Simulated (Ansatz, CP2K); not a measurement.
This is a calculation of Si for CP2K 2026.2. This isn't the form of Si at room conditions, which is diamond.

The input si_scf.inp:

```
&GLOBAL
  PROJECT si_scf
  RUN_TYPE ENERGY_FORCE
  PRINT_LEVEL LOW
&END GLOBAL
&FORCE_EVAL
  METHOD QS
  STRESS_TENSOR ANALYTICAL
  &DFT
    BASIS_SET_FILE_NAME BASIS_MOLOPT_UZH
    POTENTIAL_FILE_NAME POTENTIAL_UZH
    &MGRID
      CUTOFF 450
      REL_CUTOFF 60
      NGRIDS 5
    &END MGRID
    &QS
      METHOD GPW
      EPS_DEFAULT 1.0E-10
    &END QS
    &KPOINTS
      SCHEME MONKHORST-PACK 10 10 10
      GAMMA_CENTERED T
      SYMMETRY T
      SYMMETRY_BACKEND SPGLIB
    &END KPOINTS
    &SCF
      SCF_GUESS ATOMIC
      EPS_SCF 1.0E-6
      MAX_SCF 100
      ADDED_MOS 8
      CHOLESKY OFF
      EPS_EIGVAL 1.0E-7
      &DIAGONALIZATION ON
        ALGORITHM STANDARD
      &END DIAGONALIZATION
      &MIXING ON
        METHOD BROYDEN_MIXING
        ALPHA 0.4
        BETA 1.5
        NBUFFER 8
      &END MIXING
      &SMEAR ON
        METHOD FERMI_DIRAC
        ELECTRONIC_TEMPERATURE [K] 580.226
      &END SMEAR
    &END SCF
    &XC
      &XC_FUNCTIONAL PBE
      &END XC_FUNCTIONAL
    &END XC
    &PRINT
      &KPOINTS ON
      &END KPOINTS
      &MULLIKEN ON
      &END MULLIKEN
      &MO ON
        ENERGIES T
        OCCUPATION_NUMBERS T
        &EACH
          QS_SCF 0
        &END EACH
        ADD_LAST NUMERIC
      &END MO
      &LOWDIN ON
      &END LOWDIN
      &HIRSHFELD ON
        SHAPE_FUNCTION DENSITY
      &END HIRSHFELD
      &E_DENSITY_CUBE ON
        STRIDE 1
      &END E_DENSITY_CUBE
      &V_HARTREE_CUBE ON
        STRIDE 1
      &END V_HARTREE_CUBE
      &ELF_CUBE ON
        STRIDE 1
      &END ELF_CUBE
    &END PRINT
  &END DFT
  &SUBSYS
    &CELL
      A 2.5321100000 0.0000000000 0.0000000000
      B 0.0000000000 2.5321100000 0.0000000000
      C 0.0000000000 0.0000000000 2.5321100000
      PERIODIC XYZ
    &END CELL
    &COORD
      Si  1.2660550000 1.2660550000 1.2660550000
    &END COORD
    &KIND Si
      BASIS_SET TZVP-MOLOPT-PBE-GTH-q4
      POTENTIAL GTH-PBE-q4
    &END KIND
    &PRINT
      &ATOMIC_COORDINATES ON
      &END ATOMIC_COORDINATES
      &CELL ON
      &END CELL
    &END PRINT
  &END SUBSYS
  &PRINT
    &FORCES ON
    &END FORCES
    &STRESS_TENSOR ON
    &END STRESS_TENSOR
  &END PRINT
&END FORCE_EVAL
```

Potentials or basis: POTENTIAL_UZH Si GTH-PBE-q4; TZVP-MOLOPT-PBE-GTH basis.

The run is started by

```bash
$ OMP_NUM_THREADS=1 cp2k.psmp -i si_scf.inp -o si_scf.out
```

Problem. What does the same run look like in Ansatz 0.2.0? Potentials or basis there: all-electron LAPW, scalar-relativistic.

Solution. As run (cutoffs and basis follow the program's own potentials, and thresholds, step limits or extra output files can differ):

input.yaml

```yaml
crystal:
  lattice:
    - [2.53211, 0.0, 0.0]
    - [0.0, 2.53211, 0.0]
    - [0.0, 0.0, 2.53211]
  atoms:
    - { symbol: Si, position: [0.5, 0.5, 0.5] }
kpoints:
  mp_grid: { grid: [10, 10, 10] }
scf:
  occupations: { method: fermi_dirac, width: 0.05 }
hamiltonian:
  xc: pbe
  pseudopotentials: { kind: all_electron, lapw: { basis_error: 0.001 } }
output:
  forces: true
  stress: true
  eigenvalues: true
  populations: true
```

Potentials or basis: all-electron LAPW, scalar-relativistic.

Launch:

```sh
$ ansatz run input.yaml --threads 1 --pin off --max-ram 3072MiB --backend cpu --events-out ev --progress --plain --runs-dir out
```

Both were run:

|  | CP2K | Ansatz |
| --- | --- | --- |
| Pressure | -0.2 GPa | 0.3 GPa |

Where Ansatz's input types no cutoff or centring, it takes its own default and a Γ-centred mesh.

Pressure is positive in compression.
